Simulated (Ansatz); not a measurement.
**Ansatz 0.2.0, vacancy hop by nudged elastic band: ZrS₂**

input.yaml:

```yaml
crystal:
  lattice:
    - [7.18653195, 0.0, 0.0]
    - [-3.59326597, 6.22371923, 0.0]
    - [0.0, 0.0, 11.58160516]
  atoms:
    - { symbol: Zr, position: [0.00700373, 0.00627524, -0.0007679] }
    - { symbol: S, position: [0.1691699, 0.33952975, 0.12495675] }
    - { symbol: S, position: [0.33393167, 0.16639053, 0.37379008] }
    - { symbol: Zr, position: [0.00046122, 0.00092189, 0.50082941] }
    - { symbol: S, position: [0.17206028, 0.33442286, 0.62324163] }
    - { symbol: S, position: [0.32971108, 0.1670551, 0.87422768] }
    - { symbol: Zr, position: [0.00781119, 0.50345083, 0.00253263] }
    - { symbol: S, position: [0.1671032, 0.83159267, 0.12284176] }
    - { symbol: S, position: [0.33467142, 0.66485715, 0.37983053] }
    - { symbol: Zr, position: [-0.00501793, 0.50186012, 0.50243413] }
    - { symbol: S, position: [0.16570855, 0.83537851, 0.6250191] }
    - { symbol: Zr, position: [0.50365695, 0.00330009, 0.00233061] }
    - { symbol: S, position: [0.66850176, 0.33792632, 0.12324623] }
    - { symbol: S, position: [0.83310102, 0.16899883, 0.37573497] }
    - { symbol: Zr, position: [0.49592726, -0.00384262, 0.49882177] }
    - { symbol: S, position: [0.66972335, 0.33912213, 0.62340252] }
    - { symbol: S, position: [0.83397529, 0.16736722, 0.87514024] }
    - { symbol: Zr, position: [0.50510979, 0.50713288, 0.00176139] }
    - { symbol: S, position: [0.6662485, 0.83178645, 0.12442584] }
    - { symbol: S, position: [0.83132835, 0.66522698, 0.37697053] }
    - { symbol: Zr, position: [0.49809118, 0.50141383, 0.50074215] }
    - { symbol: S, position: [0.66612424, 0.83261539, 0.62315491] }
    - { symbol: S, position: [0.832024, 0.66388262, 0.87612873] }
kpoints:
  mp_grid: { grid: [2, 2, 2] }
magnetization:
  spin_polarized: false
scf:
  occupations: { method: fermi_dirac, width: 0.05 }
hamiltonian:
  pseudopotentials: { kind: paw }
  xc: pbesol
basis:
  ecutwfc: 420
neb:
  images: 5
  relax_end_points: true
  climbing: true
  f_tol: 0.1
  max_iterations: 40
  order_check: false
  final_atoms:
    - { symbol: Zr, position: [0.00700373, 0.00627524, -0.0007679] }
    - { symbol: S, position: [0.1691699, 0.33952975, 0.12495675] }
    - { symbol: S, position: [0.33393167, 0.16639053, 0.37379008] }
    - { symbol: Zr, position: [0.00046122, 0.00092189, 0.50082941] }
    - { symbol: S, position: [0.17206028, 0.33442286, 0.62324163] }
    - { symbol: S, position: [0.33098048, 0.66520361, 0.8754201] }
    - { symbol: Zr, position: [0.00781119, 0.50345083, 0.00253263] }
    - { symbol: S, position: [0.1671032, 0.83159267, 0.12284176] }
    - { symbol: S, position: [0.33467142, 0.66485715, 0.37983053] }
    - { symbol: Zr, position: [-0.00501793, 0.50186012, 0.50243413] }
    - { symbol: S, position: [0.16570855, 0.83537851, 0.6250191] }
    - { symbol: Zr, position: [0.50365695, 0.00330009, 0.00233061] }
    - { symbol: S, position: [0.66850176, 0.33792632, 0.12324623] }
    - { symbol: S, position: [0.83310102, 0.16899883, 0.37573497] }
    - { symbol: Zr, position: [0.49592726, -0.00384262, 0.49882177] }
    - { symbol: S, position: [0.66972335, 0.33912213, 0.62340252] }
    - { symbol: S, position: [0.83397529, 0.16736722, 0.87514024] }
    - { symbol: Zr, position: [0.50510979, 0.50713288, 0.00176139] }
    - { symbol: S, position: [0.6662485, 0.83178645, 0.12442584] }
    - { symbol: S, position: [0.83132835, 0.66522698, 0.37697053] }
    - { symbol: Zr, position: [0.49809118, 0.50141383, 0.50074215] }
    - { symbol: S, position: [0.66612424, 0.83261539, 0.62315491] }
    - { symbol: S, position: [0.832024, 0.66388262, 0.87612873] }
```

Run with:

```bash
ansatz run input.yaml --threads 4 --pin off --max-ram 8192MiB --backend cpu --events-out ev --progress --plain --runs-dir out
```

Origin of the cell: a database entry, scaled a little.

The cell is 2×2×2 cells of ZrS2 with one S taken out; atom 6 (S) hops into the empty site, 3.58 Å away before the end points are relaxed. All atoms were shaken by about 0.02 Å first.

Output (shortened):

```
Warning: neb: disabling space-group detection — the band's intermediate images generally break the endpoint symmetry, so no spatial operation reduces the k-mesh or symmetrises the density, ex […]
Pseudopotentials: kind: paw
Pseudopotential: Zr, paw, valence charge 12, recommended cutoff 420 eV (normal), Zr.paw.azcp
Pseudopotential: S, paw, valence charge 6, recommended cutoff 420 eV (normal), S.paw.azcp
Functional definition: PBEsol
  exchange = pbesol_x
  correlation = pbesol_c
parallel-image band execution: 4 concurrent image workers
NEB image 0
Crystal: 23 atoms, lattice volume = 518.010 Å³
Basis set: ecut = 420 eV, 10095 PW (Γ), exchange–correlation on 100×100×160 points (8 copies of the dense FFT grid, shifted against one another)
Bands: 116, of which v1, the nominal top of the filled ones, is band 93 counted from 1 (92 counted from 0)
Symmetry: 1 space group operations
k-points: 8
[… 6 lines left out …]
Initial density: superposition of atomic densities (neutral atoms: chi_scale 0, normalization atom), corrected by the library's trained network
Functional: x = pbesol(κ = 0.804, μ = 0.123457), c = pbesol(β = 0.046)
SCF iter   1: F=—  HF=-46336.275171 eV  Δρ=6.02e-3  dr2=5.89e-1  defer=28
SCF iter   2: F=—  HF=-46336.250169 eV  Δρ=5.44e-3  dr2=4.03e-1  defer=84
SCF iter   3: F=—  HF=-46336.174300 eV  Δρ=1.54e-3  dr2=5.34e-2  defer=84
[… 4 lines left out …]
SCF iter   8: F=—  HF=-46336.164823 eV  Δρ=9.08e-6  dr2=1.28e-6  defer=73
SCF iter   9: F=—  HF=-46336.164823 eV  Δρ=4.10e-6  dr2=2.62e-7  defer=73
SCF iter  10: F=-46336.164823 eV  HF=-46336.164823 eV  Δρ=1.41e-6  dr2=3.39e-8
NEB iter   1: max|band force component| = 1.522e1 eV/Å  barrier→ = 5.1441 eV  barrier← = 5.1441 eV  Δτ_max = 0.2000 Å  (84 SCF iters)
NEB iter   2: max|band force component| = 3.115e0 eV/Å  barrier→ = 1.9110 eV  barrier← = 1.9110 eV  Δτ_max = 0.2000 Å  (54 SCF iters)
NEB iter   3: max|band force component| = 1.648e0 eV/Å  barrier→ = 1.2213 eV  barrier← = 1.2213 eV  Δτ_max = 0.2000 Å  (51 SCF iters)
NEB iter   4: max|band force component| = 1.533e0 eV/Å  barrier→ = 0.8735 eV  barrier← = 0.8735 eV  Δτ_max = 0.1002 Å  (47 SCF iters)
NEB iter   5: max|band force component| = 6.795e-1 eV/Å  barrier→ = 0.7685 eV  barrier← = 0.7685 eV  Δτ_max = 0.1087 Å  (43 SCF iters)
NEB iter   6: max|band force component| = 3.940e-1 eV/Å  barrier→ = 0.7514 eV  barrier← = 0.7514 eV  CI = image 4  Δτ_max = 0.2000 Å  (44 SCF iters)
NEB iter   7: max|band force component| = 4.269e-1 eV/Å  barrier→ = 0.7494 eV  barrier← = 0.7494 eV  CI = image 2  Δτ_max = 0.2000 Å  (50 SCF iters)
NEB iter   8: max|band force component| = 4.875e-1 eV/Å  barrier→ = 0.7464 eV  barrier← = 0.7464 eV  CI = image 4  Δτ_max = 0.2000 Å  (47 SCF iters)
NEB iter   9: max|band force component| = 7.147e-1 eV/Å  barrier→ = 0.8451 eV  barrier← = 0.8451 eV  CI = image 3  Δτ_max = 0.1006 Å  (47 SCF iters)
NEB iter  10: max|band force component| = 6.258e-1 eV/Å  barrier→ = 0.7269 eV  barrier← = 0.7269 eV  CI = image 4  Δτ_max = 0.2000 Å  (45 SCF iters)
NEB iter  11: max|band force component| = 1.674e0 eV/Å  barrier→ = 0.7723 eV  barrier← = 0.7723 eV  CI = image 2  Δτ_max = 0.1009 Å  (46 SCF iters)
NEB iter  12: max|band force component| = 9.494e-1 eV/Å  barrier→ = 0.7783 eV  barrier← = 0.7783 eV  CI = image 2  Δτ_max = 0.2000 Å  (46 SCF iters)
NEB iter  13: max|band force component| = 1.067e0 eV/Å  barrier→ = 0.6932 eV  barrier← = 0.6932 eV  CI = image 4  Δτ_max = 0.1978 Å  (48 SCF iters)
NEB iter  14: max|band force component| = 4.570e-1 eV/Å  barrier→ = 0.7161 eV  barrier← = 0.7161 eV  CI = image 4  Δτ_max = 0.1323 Å  (46 SCF iters)
NEB iter  15: max|band force component| = 1.570e-1 eV/Å  barrier→ = 0.7313 eV  barrier← = 0.7313 eV  CI = image 4  Δτ_max = 0.0835 Å  (44 SCF iters)
NEB iter  16: max|band force component| = 1.387e-1 eV/Å  barrier→ = 0.7312 eV  barrier← = 0.7311 eV  CI = image 4  Δτ_max = 0.0669 Å  (42 SCF iters)
NEB iter  17: max|band force component| = 1.298e-1 eV/Å  barrier→ = 0.7285 eV  barrier← = 0.7285 eV  CI = image 4  Δτ_max = 0.0726 Å  (41 SCF iters)
NEB iter  18: max|band force component| = 3.675e-2 eV/Å  barrier→ = 0.7285 eV  barrier← = 0.7284 eV  CI = image 4  Δτ_max = 0.0000 Å  (38 SCF iters)
--- NEB band (7 images, 18 band iterations, 863 SCF iterations, 92 more in tests of the images' electronic states and relaxations of end points) ---
  forward barrier  = 0.728453 eV
  backward barrier = 0.728427 eV
  lagrangian_above_aufbau_ev (what the smearing adds, to first order; not taken off the barriers): saddle image -0.021748 eV, end points -0.061779 and -0.061797 eV
  climbing image's point = of an order that was not read
  energies are F+E_penalty+E_count in eV, relative to image 0
  image     s (Å)  Δ vs image 0  max|band force component| (eV/Å)
      0    0.0000      0.000000                                 —
      1    1.2506      0.544577                          2.874e-2
      2    2.5016      0.678141                          3.675e-2
      3    3.7532      0.604201                          2.443e-2
  *   4    5.0051      0.728453                          1.139e-2
      5    5.7494      0.430428                          8.081e-3
      6    6.4937      0.000027                                 —
```

The converged band:

| image | path over all atoms (Å) | ΔF (eV) | S x | y | z (Å) |
| --- | --- | --- | --- | --- | --- |
| 0 | 0.00 | 0.000 | 1.82 | 1.06 | 10.11 |
| 1 | 1.25 | 0.545 | 1.43 | 1.27 | 10.01 |
| 2 | 2.50 | 0.678 | 0.58 | 1.89 | 10.00 |
| 3 | 3.75 | 0.604 | 0.38 | 2.22 | 10.02 |
| 4 | 5.01 | 0.728 | 0.26 | 3.07 | 9.97 |
| 5 | 5.75 | 0.430 | 0.18 | 3.71 | 10.03 |
| 6 | 6.49 | 0.000 | 0.03 | 4.17 | 10.12 |

Highest image (4), forces in eV/Å:

```xyz
23
Lattice="7.187 0.000 0.000 -3.593 6.224 0.000 0.000 0.000 11.582" Properties=species:S:1:pos:R:3:forces:R:3 pbc="T T T" image=4
Zr   -0.018    0.238   -0.196    0.006    0.011    0.000
S    -0.009    2.118    1.521   -0.005   -0.006   -0.002
S     1.827    0.941    4.306    0.002   -0.001    0.000
Zr    0.025   -0.091    5.770   -0.001   -0.004    0.005
S     0.024    1.981    7.207   -0.002    0.001   -0.002
S     0.259    3.071    9.974   -0.001   -0.003    0.001
Zr   -1.713    3.203   -0.114    0.000    0.001    0.008
S    -1.862    5.298    1.243   -0.004   -0.001    0.001
S     0.010    4.078    4.311    0.000    0.000    0.000
Zr   -1.772    3.032    5.786   -0.001   -0.001    0.004
S    -1.781    5.101    7.266   -0.002    0.000   -0.001
Zr    3.735    0.238    0.403    0.008   -0.004   -0.005
S     3.739    2.264    1.641   -0.003    0.003   -0.002
S     5.402    0.954    4.324   -0.001    0.000    0.000
Zr    3.617   -0.074    5.799   -0.001    0.004   -0.002
S     3.600    2.005    7.247    0.001   -0.001    0.001
S     5.030    0.977   10.101    0.000   -0.001    0.000
Zr    1.844    3.246    0.219    0.011    0.005   -0.004
S     1.998    5.355    1.525   -0.006   -0.001    0.001
S     3.622    4.069    4.296   -0.001    0.001    0.000
Zr    1.815    3.035    5.751    0.001    0.004   -0.001
S     1.823    5.086    7.247    0.002   -0.001    0.001
S     3.555    4.237   10.132   -0.004   -0.005   -0.001
```

Barrier of this path: 0.73 eV forwards, 0.73 eV backwards, after 18 band iterations.

Caveats: no moments, though an odd count or open d shells may carry them; the k mesh is coarse if the cell is a metal; a small cell with a neutral vacancy and no spin, whose shape can make like sites unlike; the cell is held at a rescaled volume, and strain moves barriers; the hop was drawn among near neighbours and need not be the easiest path; few images and a loose tolerance, and neither the top nor the ends were tested for their order; the path has more than one hump.

It ran for 24 min on 4 threads of Arm Neoverse V1, on a shared host, peak memory 3.2 GiB, from the program's own first density.
